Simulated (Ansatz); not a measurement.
## Stress against strain in Zr

```yaml
crystal:
  lattice:
    - [-1.81000, 1.81000, 1.81000]
    - [1.81000, -1.81000, 1.81000]
    - [1.81000, 1.81000, -1.81000]
  atoms:
    - { symbol: Zr, position: [0.00000, 0.00000, 0.00000] }
```

The cell comes from COD entry 9008559, which wasn't checked; take it as a given geometry.

Level of theory: Ansatz 0.2.0, DFT, LDA, all-electron LAPW, scalar-relativistic.

Numerical set-up: a Γ-centred 16×16×16 k mesh, Fermi–Dirac smearing of 0.03 eV, basis error target 0.5 meV/atom, no spin polarisation.

The strain is applied along the Cartesian axes of the cell as listed (γ is the engineering shear, twice εxy = εyz = εzx). Fractional coordinates are held (clamped ions).

σ is the change of stress from the unstrained cell, which is at -9.53 GPa; tension is positive, so slopes are stress–strain coefficients at that pressure. In a metal the k mesh adds noise.

Only quantities that a quadratic follows smoothly over the whole series are listed; rougher ones are left out.

```csv
γ,σxy (GPa)
-0.0200,-0.38
0.0000,0.00
0.0100,0.25
0.0200,0.56
```

Problem. Fit the series and read off the stiffness at zero strain.

Solution. Least-squares fits y = p0 + p1 x + p2 x² to the rows give σxy (GPa): p1 = 23.4, p2 = 230. So C44 (clamped ions) = 23 GPa.

Problem. One run, at γ = -0.0100, is withheld. Predict its row.

Solution. The fits give -0.21; the run gave -0.19.
